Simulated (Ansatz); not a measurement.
# BeS: the cost of one run

Program: Ansatz 0.2.0. PAW datasets, plane waves, zero pressure. The cell comes from a prototype generator: it can be a known phase or a hypothetical one. Spin polarisation is off.

## 1. Starting point

This is the cell as the run starts from it, not yet at rest; its lengths are not the crystal's.

The symmetry is P6_3/mmc (No. 194, hexagonal); a = 3.321 Å, c = 4.151 Å in the conventional setting, 9.91 Å³ an atom. Near Be stand 5 S at 1.92–2.08 Å; near S stand 5 Be at 1.92–2.08 Å.

As a file:

```
Be S
1.0
     3.32099    0.00000    0.00000
    -1.66049    2.87606    0.00000
     0.00000    0.00000    4.15101
Be S
2 2
Direct
  0.33333 0.66667 0.25000
  0.66667 0.33333 0.75000
  0.66667 0.33333 0.25000
  0.33333 0.66667 0.75000
```

## 2. Relaxation with PBE

input.yaml reads:

```yaml
crystal:
  lattice:
    - [3.320987124, 0.0, 0.0]
    - [-1.660493562, 2.876059215, 0.0]
    - [0.0, 0.0, 4.1510133]
  atoms:
    - { symbol: Be, position: [0.3333333333, 0.6666666667, 0.25] }
    - { symbol: Be, position: [0.6666666667, 0.3333333333, 0.75] }
    - { symbol: S, position: [0.6666666667, 0.3333333333, 0.25] }
    - { symbol: S, position: [0.3333333333, 0.6666666667, 0.75] }
kpoints:
  mp_grid: { grid: [12, 12, 6] }
hamiltonian:
  xc: pbe
scf:
  occupations: { method: fermi_dirac, width: 0.02 }
relax:
  f_tol: 0.005
  cell: {}
output:
  write_density: true
  write_potential: true
  elf: true
  volumetric_format: npy
```

On the command line:

```sh
ansatz run input.yaml --threads 2 --pin off --max-ram 2211MiB --backend cpu --events-out ev --progress --plain --runs-dir out
```

Q: Estimate wall time and peak memory on 2 threads of AMD EPYC (Zen 3), shared host.

About 1.8 min, with a peak of 0.41 GiB.
